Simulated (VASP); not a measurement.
Set up this calculation in VASP 6.6.1, as the native input.

| Property | Result |
| --- | --- |
| Task | relaxation of cell and atoms |
| Functional | PBEsol |
| Potentials or basis | VASP PAW PBE potentials, release 64 (Sb, S) |
| Cutoff | 600 eV |
| k mesh | 4 × 8 × 4 |
| Occupations | gaussian, width 0.03 eV |
| Spin | no spin polarisation |
| Further INCAR settings | ALGO = Normal; EDIFF = 1e-06; IBRION = 2; EDIFFG = -0.01; NSW = 90; ISIF = 3 |

The structure of Sb2S3 (Stibnite) lies in POSCAR:

```
Sb2S3
1.0
   11.3110000000      0.0000000000      0.0000000000
    0.0000000000      3.8389000000      0.0000000000
    0.0000000000      0.0000000000     11.2230000000
Sb S
8 12
Direct
    0.4706100000      0.2500000000      0.3259500000
    0.0293900000      0.7500000000      0.8259500000
    0.9706100000      0.2500000000      0.1740500000
    0.5293900000      0.7500000000      0.6740500000
    0.3505900000      0.7500000000      0.0360200000
    0.1494100000      0.2500000000      0.5360200000
    0.8505900000      0.7500000000      0.4639800000
    0.6494100000      0.2500000000      0.9639800000
    0.2921400000      0.2500000000      0.1918100000
    0.2078600000      0.7500000000      0.6918100000
    0.7921400000      0.2500000000      0.3081900000
    0.7078600000      0.7500000000      0.8081900000
    0.5498000000      0.7500000000      0.1230000000
    0.9502000000      0.2500000000      0.6230000000
    0.0498000000      0.7500000000      0.3770000000
    0.4502000000      0.2500000000      0.8770000000
    0.3751000000      0.7500000000      0.4389000000
    0.1249000000      0.2500000000      0.9389000000
    0.8751000000      0.7500000000      0.0611000000
    0.6249000000      0.2500000000      0.5611000000
```

The input as run:

INCAR

```
SYSTEM = Sb2S3
  PREC = Accurate
  ENCUT = 600
  EDIFF = 1E-6
  ISMEAR = 0
  SIGMA = 0.03
  LREAL = .False.
  LASPH = .True.
  NELM = 80
  ALGO = Normal
  ISIF = 3
  LWAVE = .False.
  LCHARG = .False.
  GGA = PS
  IBRION = 2
  NSW = 90
  EDIFFG = -0.01
  KPAR = 4
```

KPOINTS

```
regular mesh
0
Gamma
  4 8 4
  0 0 0
```

Potentials or basis: VASP PAW PBE potentials, release 64 (Sb, S).

Command:

```sh
$ cat potpaw_PBE.64/Sb/POTCAR potpaw_PBE.64/S/POTCAR > POTCAR
$ mpirun -np 4 vasp_std > vasp.out
```

It gave:

```yaml
Relaxed_volume: 23.59 Å³/atom
Relaxed_cell: a = 11.285 Å, b = 3.830 Å, c = 10.918 Å, α = 90.00°, β = 90.00°, γ = 90.00°
Space_group_after_relaxing_to_0.05_Å: Pnma (No. 62)
Energy_gained_by_relaxing: 5.4 meV/atom
Ionic_steps: 15
Pressure_after_relaxing: 0.0 GPa
Largest_force_after_relaxing: 0.008 eV/Å
Band_gap_on_the_k_mesh: 1.18 eV, indirect (least direct gap 1.19 eV)
```

Caveat: the PAW data sets were made with another functional, which shifts forces and pressure a little; spin-orbit coupling is left out, which moves the levels of the heavy elements.

It took 54 min on 4 MPI ranks on AMD EPYC 9R14 (Zen 4) (shared host), peak memory 1.5 GiB a rank.
